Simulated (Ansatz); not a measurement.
# TaS2: the cost of one run

Program: Ansatz 0.2.0. Level of theory: DFT PBE, scalar-relativistic, plane waves, PAW. These are calculated values, not measurements.

## (1) The structure to begin with

Symmetry: P-3m1, No. 164, trigonal system. The conventional cell has a = 3.320 Å, b = 3.320 Å, c = 18.000 Å, α = 90.00°, β = 90.00°, γ = 120.00°. Around Ta (site symmetry -3m) lie 6 S at 2.45 Å. S (site symmetry 3m) is surrounded by 3 Ta at 2.45 Å.

As a file:

```xyz
3
Lattice="3.3200 0.0000 0.0000 -1.6600 2.8752 0.0000 0.0000 0.0000 18.0000" Properties=species:S:1:pos:R:3 pbc="T T F"
Ta    0.0000    0.0000    9.0000
S     0.0000    1.9168    7.4758
S     1.6600    0.9584   10.5242
```

A structure generator made this guess: thin slice cut from a crystal along (001). Its size is a rough estimate.

Only a and b are periodic; c spans vacuum, so the box's volume, pressure and space group aren't properties of the sheet.

## (2) A first look at the guess

The input, input.yaml:

```yaml
crystal:
  lattice:
    - [3.319998, 0.0, 0.0]
    - [-1.659999, 2.875203, 0.0]
    - [0.0, 0.0, 18.0]
  atoms:
    - { symbol: Ta, position: [0.0, 0.0, 0.5] }
    - { symbol: S, position: [0.33333333, 0.66666667, 0.41532403] }
    - { symbol: S, position: [0.66666667, 0.33333333, 0.58467597] }
  periodic: [true, true, false]
basis:
  ecutwfc: 420
kpoints:
  mp_grid: { grid: [6, 6, 1] }
hamiltonian:
  xc: pbe
scf:
  occupations: { method: gaussian, width: 0.1 }
  lower_state_search: "off"
output:
  forces: true
  stress: true
  eigenvalues: true
```

Launch:

```
$ ansatz run input.yaml --threads 1 --pin off --max-ram 2048MiB --backend cpu --events-out ev --progress --plain --runs-dir out
```

Q: Estimate wall time and peak memory on 1 thread of Arm Neoverse V2, shared host.

About 2.3 s, with a peak of 0.42 GiB.
